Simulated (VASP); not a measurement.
# NaI (Fm-3m) in VASP: settings compared

One crystal, NaI, is run at these levels: PBE0, PBE; tasks: relaxation of cell and atoms, single point.

Everything below comes from runs of VASP 6.6.1. Logs are shortened: lines on timing, memory, paths and dates and some standing lists are left out, and cuts for length are marked.

## (1) The crystal as given

Symmetry: Fm-3m, No. 225, cubic system. The conventional cell has a = 6.473 Å, b = 6.473 Å, c = 6.473 Å, α = 90.00°, β = 90.00°, γ = 90.00°. I (site symmetry m-3m) has 6 Na at 3.24 Å as nearest neighbours. Na (site symmetry m-3m) is surrounded by 6 I at 3.24 Å.

## (2) Relaxation of cell and atoms, PBE0

Contents of POSCAR:

```
NaI
1.0
    0.0000000000      3.2364000000      3.2364000000
    3.2364000000      0.0000000000      3.2364000000
    3.2364000000      3.2364000000      0.0000000000
I Na
1 1
Direct
    0.5000000000      0.5000000000      0.5000000000
    0.0000000000      0.0000000000      0.0000000000
```

Contents of INCAR.step1:

```
ALGO     = Normal         # electronic algorithm
EDIFF    = 1E-5           # SCF threshold, eV
ENCUT    = 600            # plane-wave cutoff, eV
GGA      = PE             # functional
ISMEAR   = -1             # smearing method
LASPH    = True           # aspherical terms in the spheres
LCHARG   = False          # write CHGCAR
LREAL    = False          # projectors in reciprocal space
LWAVE    = True           # write WAVECAR
NELM     = 100            # most SCF steps
PREC     = Accurate       # precision mode
SIGMA    = 0.05           # smearing width, eV
```

Contents of INCAR.step2:

```
AEXX     = 0.25           # exact-exchange fraction
ALGO     = Normal         # electronic algorithm
EDIFF    = 1E-6           # SCF threshold, eV
EDIFFG   = -0.01          # ionic threshold
ENCUT    = 600            # plane-wave cutoff, eV
GGA      = PE             # functional
IBRION   = 2              # ionic algorithm
ISIF     = 3              # what is computed and relaxed
ISMEAR   = -1             # smearing method
ISTART   = 1            
LASPH    = True           # aspherical terms in the spheres
LCHARG   = False          # write CHGCAR
LHFCALC  = True           # exact exchange
LREAL    = False          # projectors in reciprocal space
LWAVE    = False          # write WAVECAR
NELM     = 100            # most SCF steps
NSW      = 40             # ionic steps
PREC     = Accurate       # precision mode
PRECFOCK = Fast         
SIGMA    = 0.05           # smearing width, eV
```

Contents of KPOINTS:

```
k-points
0
Gamma
  4 4 4
```

Potentials or basis: VASP PAW PBE potentials, release 64 (I, Na_pv).

Launch:

```console
cat potpaw_PBE.64/I/POTCAR potpaw_PBE.64/Na_pv/POTCAR > POTCAR
cp INCAR.step1 INCAR
mpirun -np 1 vasp_std > vasp.out
cp INCAR.step2 INCAR
mpirun -np 1 vasp_std > vasp.out
```

OUTCAR:

```text
AEXX = 0.25
   EDIFF = 1E-6
   EDIFFG = -0.01
   ENCUT = 600
   GGA = PE
   IBRION = 2
   ISIF = 3
   ISMEAR = -1
   ISTART = 1
   LASPH = True
   LHFCALC = True
   LREAL = False
   NELM = 100
   NSW = 40
   PREC = Accurate
   PRECFOCK = Fast

 ion  position               nearest neighbor table
   1  0.500  0.500  0.500-
   2  0.000  0.000  0.000-

  LATTYP: Found a face centered cubic cell.
 ALAT       =     6.4728000000

  Lattice vectors:

 A1 = (   0.0000000000,   3.2364000000,   3.2364000000)
 A2 = (   3.2364000000,   0.0000000000,   3.2364000000)
 A3 = (   3.2364000000,   3.2364000000,   0.0000000000)

Analysis of symmetry for initial positions (statically):
=====================================================================
 Subroutine PRICEL returns:
 Original cell was already a primitive cell.

 Routine SETGRP: Setting up the symmetry group for a
 face centered cubic supercell.

 Subroutine GETGRP returns: Found 48 space group operations
 (whereof 48 operations were pure point group operations)
 out of a pool of 48 trial point group operations.

The static configuration has the point symmetry O_h .

Analysis of symmetry for dynamics (positions and initial velocities):
=====================================================================
 Subroutine PRICEL returns:
 Original cell was already a primitive cell.

 Routine SETGRP: Setting up the symmetry group for a
 face centered cubic supercell.

 Subroutine GETGRP returns: Found 48 space group operations
 (whereof 48 operations were pure point group operations)
 out of a pool of 48 trial point group operations.

The dynamic configuration has the point symmetry O_h .

 Subroutine INISYM returns: Found 48 space group operations
 (whereof 48 operations are pure point group operations),
 and found     1 'primitive' translations

----------------------------------------------------------------------------------------

                                     Primitive cell

  volume of cell :      67.7980

  direct lattice vectors                    reciprocal lattice vectors
     0.000000000  3.236400000  3.236400000    -0.154492646  0.154492646  0.154492646
     3.236400000  0.000000000  3.236400000     0.154492646 -0.154492646  0.154492646
     3.236400000  3.236400000  0.000000000     0.154492646  0.154492646 -0.154492646

  length of vectors
     4.576960773  4.576960773  4.576960773     0.267589113  0.267589113  0.267589113

  position of ions in fractional coordinates (direct lattice)
     0.500000000  0.500000000  0.500000000
     0.000000000  0.000000000  0.000000000

  ion indices of the primitive-cell ions
   primitive index   ion index
                 1           1
                 2           2

----------------------------------------------------------------------------------------

 KPOINTS: k-points

Automatic generation of k-mesh.
 Grid dimensions read from file:
 generate k-points for:    4    4    4

 Generating k-lattice:

  Cartesian coordinates                     Fractional coordinates (reciprocal lattice)
    -0.038623162  0.038623162  0.038623162     0.250000000  0.000000000  0.000000000
     0.038623162 -0.038623162  0.038623162     0.000000000  0.250000000  0.000000000
     0.038623162  0.038623162 -0.038623162     0.000000000  0.000000000  0.250000000

  Length of vectors
     0.066897278  0.066897278  0.066897278

  Shift w.r.t. Gamma in fractional coordinates (k-lattice)
     0.000000000  0.000000000  0.000000000

 Subroutine IBZKPT returns following result:
 ===========================================

[... 48 lines left out ...]
   IMIX   =      1    mixing-type and parameters
     AMIX     =   0.40;   BMIX     =  1.00
     AMIX_MAG =   1.60;   BMIX_MAG =  1.00
  volume/ion in A,a.u.               =      33.90       228.76
  Fermi-wavevector in a.u.,A,eV,Ry     =   0.967636  1.828567 12.739397  0.936319
  Thomas-Fermi vector in A             =   2.097538
   LORBIT       =      0    0 simple, 1 ext, 2 COOP (PROOUT), +10 PAW based schemes
   GGA     = PE    functional components
   LHFCALC =     T    Hartree Fock is set to
   PRECFOCK=fast      Normal, Fast or Accurate (Low or Medium for compatibility)
   ENCUT4O =  -1.0   cutoff for four orbital integrals eV
   NKREDX  =     1    reduce k-point grid by
   NKREDY  =     1    reduce k-point grid by
   NKREDZ  =     1    reduce k-point grid by
   AEXX    =    0.2500 exact exchange contribution
   HFSCREEN=    0.0000 screening length (either q_TF or 0.3 A-1)
   HFSCREENC=   0.0000 screening length for correlation (either q_TF or 0.3 A-1)
   ENCUTFOCK=  -1.0 apply spherical cutoff to Coloumb kernel
   IVDW    =     0    specifies the selected vdW correction
   LEPSILON=     F    determine dielectric tensor
   LRPA    =     F    only Hartree local field effects (RPA)
 conjugate gradient relaxation of ions
 non-spin polarized calculation
  energy-cutoff  :      600.00
  volume of cell :       67.80
 maximum number of plane-waves:      2276
 NGX is ok and might be reduce to    40
  NGX = 20; NGY = 20; NGZ = 20

--------------------------------------- Ionic step        1  -------------------------------------------

 number of electron      13.9999994 magnetization

 Free energy of the ion-electron system (eV)
  ---------------------------------------------------
  ext. energy  EPLUGINS =         0.00000000
  ---------------------------------------------------
  free energy    TOTEN  =        -6.78486588 eV

  energy without entropy =       -6.78486588  energy(sigma->0) =       -6.78486588

------------------------ aborting loop because EDIFF is reached ----------------------------------------

  FORCE on cell =-STRESS in cart. coord.  units (eV):
  Direction    XX          YY          ZZ          XY          YZ          ZX
  --------------------------------------------------------------------------------------
  -------------------------------------------------------------------------------------
  Total        0.0277117      0.0277117      0.0277117     -0.0000000      0.0000000     -0.0000000
  in kB        0.6548739      0.6548739      0.6548739     -0.0000000      0.0000000     -0.0000000
  external PRESSURE =       0.6548739 kB  Pullay stress =       0.0000000 kB

 VOLUME and BASIS-vectors are now :
 -----------------------------------------------------------------------------
  energy-cutoff  :      600.00
  volume of cell :       67.80
      direct lattice vectors                 reciprocal lattice vectors
     0.000000000  3.236400000  3.236400000    -0.154492646  0.154492646  0.154492646
     3.236400000  0.000000000  3.236400000     0.154492646 -0.154492646  0.154492646
     3.236400000  3.236400000  0.000000000     0.154492646  0.154492646 -0.154492646

 POSITION                                       TOTAL-FORCE (eV/Angst)
 -----------------------------------------------------------------------------------
      3.23640      3.23640      3.23640        -0.000000      0.000000     -0.000000
      0.00000      0.00000      0.00000         0.000000     -0.000000      0.000000
 -----------------------------------------------------------------------------------
    total drift:                                0.000001      0.000001      0.000001

  FREE ENERGIE OF THE ION-ELECTRON SYSTEM (eV)
  ---------------------------------------------------
  free  energy   TOTEN  =        -6.7848658835 eV

  energy  without entropy=       -6.7848658835  energy(sigma->0) =       -6.78486588

--------------------------------------- Ionic step        2  -------------------------------------------

 number of electron      13.9999994 magnetization

 Free energy of the ion-electron system (eV)
  ---------------------------------------------------
  ext. energy  EPLUGINS =         0.00000000
  ---------------------------------------------------
  free energy    TOTEN  =        -6.78491062 eV

  energy without entropy =       -6.78491062  energy(sigma->0) =       -6.78491062

 E-fermi :   0.8123     XC(G=0):  -6.0836

 val. band max:       -0.3018177827   @ k =   0.0000   0.0000   0.0000
 cond. band min:       5.0475544369   @ k =   0.0000   0.0000   0.0000
 fundamental gap:      5.3493722196
 Fermi energy:         0.8123283246

 k-point     1 :       0.0000    0.0000    0.0000
  band No.  band energies     occupation
      1     -25.1328      2.00000
      2     -25.1328      2.00000
      3     -25.1328      2.00000
      4     -12.2980      2.00000
      5      -0.3018      2.00000
      6      -0.3018      2.00000
      7      -0.3018      2.00000
      8       5.0476      0.00000
      9       9.4453      0.00000
     10       9.4453      0.00000
     11       9.4453      0.00000
[... 85 lines left out ...]
 k-point     8 :      -0.2500    0.5000    0.2500
  band No.  band energies     occupation
      1     -25.1356      2.00000
      2     -25.1356      2.00000
      3     -25.1344      2.00000
      4     -11.8427      2.00000
      5      -1.8330      2.00000
      6      -1.8330      2.00000
      7      -1.2936      2.00000
      8       7.3500      0.00000
      9       8.9568      0.00000
     10       8.9568      0.00000
     11       9.4876      0.00000

------------------------ aborting loop because EDIFF is reached ----------------------------------------

  FORCE on cell =-STRESS in cart. coord.  units (eV):
  Direction    XX          YY          ZZ          XY          YZ          ZX
  --------------------------------------------------------------------------------------
  -------------------------------------------------------------------------------------
  Total        0.0095547      0.0095547      0.0095547      0.0000000      0.0000000     -0.0000000
  in kB        0.2253404      0.2253404      0.2253404      0.0000000      0.0000000     -0.0000000
  external PRESSURE =       0.2253404 kB  Pullay stress =       0.0000000 kB

 VOLUME and BASIS-vectors are now :
 -----------------------------------------------------------------------------
  energy-cutoff  :      600.00
  volume of cell :       67.93
      direct lattice vectors                 reciprocal lattice vectors
    -0.000000000  3.238563351  3.238563351    -0.154389445  0.154389445  0.154389445
     3.238563351  0.000000000  3.238563351     0.154389445 -0.154389445  0.154389445
     3.238563351  3.238563351  0.000000000     0.154389445  0.154389445 -0.154389445

 POSITION                                       TOTAL-FORCE (eV/Angst)
 -----------------------------------------------------------------------------------
      3.23856      3.23856      3.23856        -0.000000     -0.000000     -0.000000
      3.23856      6.47713      3.23856         0.000000      0.000000      0.000000
 -----------------------------------------------------------------------------------
    total drift:                                0.000000      0.000000      0.000000

  FREE ENERGIE OF THE ION-ELECTRON SYSTEM (eV)
  ---------------------------------------------------
  free  energy   TOTEN  =        -6.7849106211 eV

  energy  without entropy=       -6.7849106210  energy(sigma->0) =       -6.78491062

 reached required accuracy - stopping structural energy minimisation
```

It took 1.9 min on 1 thread of Intel Xeon 6975P-C (Granite Rapids), shared host; peak memory 0.24 GiB.

What came out:

```
Free energy                            : -6.7849 eV
Relaxed volume                         : 33.97 Å³/atom
Relaxed cell                           : a = 4.580 Å, b = 4.580 Å, c = 4.580 Å, α = 60.00°, β = 60.00°, γ = 60.00°
Space group after relaxing (to 0.05 Å) : Fm-3m (No. 225)
Energy gained by relaxing              : 0.0 meV/atom
Ionic steps                            : 2
Pressure after relaxing                : 0.0 GPa
Band gap on the k mesh                 : 5.35 eV, direct
```

Final structure:
```xyz
2
Lattice="0.0000 3.2386 3.2386 3.2386 0.0000 3.2386 3.2386 3.2386 0.0000" Properties=species:S:1:pos:R:3 pbc="T T T"
I     3.2386    3.2386    3.2386
Na    3.2386    6.4771    3.2386
```

Caveat: the k mesh is coarse (spacing up to 0.42 Å⁻¹), so the values aren't converged, least of all with exact exchange; the PAW data sets were made with another functional, which shifts forces and pressure a little; spin-orbit coupling is left out, which moves the levels of the heavy elements.

## (3) Single point, PBE0, spin-orbit coupling, no magnetisation

POSCAR is that of step 2.

Contents of INCAR.step1:

```
SYSTEM = NaI
ALGO     = Normal         ! electronic algorithm
EDIFF    = 1E-5           ! SCF threshold, eV
ENCUT    = 520            ! plane-wave cutoff, eV
GGA      = PE             ! functional
GGA_COMPAT= .False.      
ISIF     = 2              ! what is computed and relaxed
ISMEAR   = -1             ! smearing method
LASPH    = .True.         ! aspherical terms in the spheres
LCHARG   = .False.        ! write CHGCAR
LORBIT   = 11             ! projections on sites
LREAL    = .False.        ! projectors in reciprocal space
LSORBIT  = .True.         ! spin-orbit coupling
LWAVE    = .True.         ! write WAVECAR
MAGMOM   = 0 0 0 0 0 0    ! initial moments
NBANDS   = 26             ! bands
NELM     = 60             ! most SCF steps
PREC     = Accurate       ! precision mode
SIGMA    = 0.05           ! smearing width, eV
```

Contents of INCAR.step2:

```
SYSTEM = NaI
AEXX     = 0.25           ! exact-exchange fraction
ALGO     = Normal         ! electronic algorithm
EDIFF    = 1E-6           ! SCF threshold, eV
ENCUT    = 520            ! plane-wave cutoff, eV
GGA      = PE             ! functional
GGA_COMPAT= .False.      
ISIF     = 2              ! what is computed and relaxed
ISMEAR   = -1             ! smearing method
ISTART   = 1            
LASPH    = .True.         ! aspherical terms in the spheres
LCHARG   = .False.        ! write CHGCAR
LHFCALC  = .True.         ! exact exchange
LORBIT   = 11             ! projections on sites
LREAL    = .False.        ! projectors in reciprocal space
LSORBIT  = .True.         ! spin-orbit coupling
LWAVE    = .False.        ! write WAVECAR
MAGMOM   = 0 0 0 0 0 0    ! initial moments
NBANDS   = 26             ! bands
NELM     = 60             ! most SCF steps
PREC     = Accurate       ! precision mode
PRECFOCK = Normal       
SIGMA    = 0.05           ! smearing width, eV
```

Contents of KPOINTS:

```
k-points
0
Gamma
  3 3 3
  0 0 0
```

Potentials or basis: VASP PAW PBE potentials, release 64 (I, Na_pv).

Launch:

```console
cat potpaw_PBE.64/I/POTCAR potpaw_PBE.64/Na_pv/POTCAR > POTCAR
cp INCAR.step1 INCAR
mpirun -np 1 vasp_ncl > vasp.out
cp INCAR.step2 INCAR
mpirun -np 1 vasp_ncl > vasp.out
```

Run time: 3.9 min. Hardware: 1 thread of Intel Xeon 6975P-C (Granite Rapids), shared host; peak memory 0.39 GiB.

Results (log left out):

```yaml
Free_energy: -6.8996 eV
Pressure: 0.3 GPa
Valence_electrons_inside_the_program's_atomic_spheres: I 4.44; Na 6.01
```

Caveat: the k mesh is coarse (spacing up to 0.56 Å⁻¹), so the values aren't converged, least of all with exact exchange; the PAW data sets were made with another functional, which shifts forces and pressure a little.

## (4) Single point, PBE

Contents of INCAR:

```
PREC = Accurate
ENCUT = 450
EDIFF = 1E-7
ISMEAR = 0
SIGMA = 0.02
LREAL = F
LASPH = T
NELM = 80
ALGO = Fast
ISIF = 2
LWAVE = F
LCHARG = F
GGA = PE
NBANDS = 15
```

Contents of KPOINTS:

```
regular mesh
0
Gamma
  4 4 4
```

POSCAR is that of step 3.

Potentials or basis: VASP PAW PBE potentials, release 64 (I_GW, Na_sv_GW).

Launch:

```console
cat potpaw_PBE.64/I_GW/POTCAR potpaw_PBE.64/Na_sv_GW/POTCAR > POTCAR
mpirun -np 1 vasp_std > vasp.out
```

Wall time 12 s (1 thread of AMD EPYC 9R14 (Zen 4), shared host); peak memory 0.14 GiB.

It converged, with:

```
Free energy            : -7.4613 eV
Pressure               : 0.5 GPa
Band gap on the k mesh : 3.63 eV, direct
```

Levels at points of the mesh, in eV from the valence-band top:
| k point | band 5 | band 6 | band 7 | band 8 | band 9 | band 10 | band 11 | band 12 |
| --- | --- | --- | --- | --- | --- | --- | --- | --- |
| (0.00, 0.00, 0.00) | -11.02 | 0.00 | 0.00 | 0.00 | 3.63 | 7.96 | 7.96 | 7.96 |
| (0.50, 0.00, 0.00) | -10.70 | -2.18 | -0.28 | -0.28 | 5.09 | 7.46 | 7.46 | 8.74 |
| (0.50, 0.50, 0.00) | -10.63 | -1.90 | -0.74 | -0.74 | 4.50 | 5.56 | 9.87 | 11.30 |

Caveat: the k mesh is coarse (spacing up to 0.42 Å⁻¹), so the values aren't converged; the cutoff is under 1.25 times the usual one of these potentials, so pressure, stress and relaxed cells hold a basis-set (Pulay) error; spin-orbit coupling is left out, which moves the levels of the heavy elements.

## (5) The runs side by side

```csv
task,level,potentials or basis,spin,cell,k mesh,cutoff (eV),smearing,grid for exact exchange (PRECFOCK),exchange at q = 0,gap on the mesh (eV),pressure (GPa)
relaxation of cell and atoms,PBE0,"VASP PAW PBE potentials, release 64 (I, Na_pv)",off,relaxed,4 × 4 × 4,600,fermi-dirac 0.05 eV,Fast,default,5.35,0.0
single point,PBE0,"VASP PAW PBE potentials, release 64 (I, Na_pv)","SOC, no magnetisation",as given,3 × 3 × 3,520,fermi-dirac 0.05 eV,Normal,default,-,0.3
single point,PBE,"VASP PAW PBE potentials, release 64 (I_GW, Na_sv_GW)",off,as given,4 × 4 × 4,450,gaussian 0.02 eV,-,-,3.63,0.5
```

Alike in all rows: the mesh is coarse, so values aren't converged.

Caveats: all runs use coarse meshes; the PAW data sets were made with another functional, which shifts forces and pressure a little (some runs); spin-orbit coupling is left out, which moves the levels of the heavy elements (some runs); the cutoff is under 1.25 times the usual one of these potentials, so pressure, stress and relaxed cells hold a basis-set (Pulay) error (some runs).

Absolute energies hang on the potentials; compare differences alone.
